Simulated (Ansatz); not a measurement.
Crystal: Cl.

```xyz
4
Lattice="3.1450 -2.2500 0.0000 3.1450 2.2500 0.0000 0.0000 0.0000 8.2100" Properties=species:S:1:pos:R:3 pbc="T T T"
Cl    3.1450    0.5850    3.2840
Cl    3.1450    1.6650    7.3890
Cl    3.1450   -0.5850    4.9260
Cl    3.1450   -1.6650    0.8210
```

Program: Ansatz 0.2.0. Alike in all runs: potentials or basis Ansatz PAW; no spin polarisation; cell as given; k mesh 7 × 7 × 4. Hardware: 2 threads of Intel(R) Xeon(R) Processor @ 2.50GHz (Skylake/Cascade Lake), with other jobs on the host.

Question: Order these runs on this cell by their wall time, lowest first.
A. task band structure; level revPBE; cutoff (eV) 420; smearing fermi-dirac 0.05 eV; points for each segment of the path 14
B. task Born charges and dielectric tensor; level LDA; cutoff (eV) 420; smearing fixed
C. task band structure; level r2SCAN; cutoff (eV) 500; smearing fermi-dirac 0.05 eV; points for each segment of the path 14

Answer: A (15 s), C (34 s), B (140 s).

Runs at the PBE level aren't shown here.
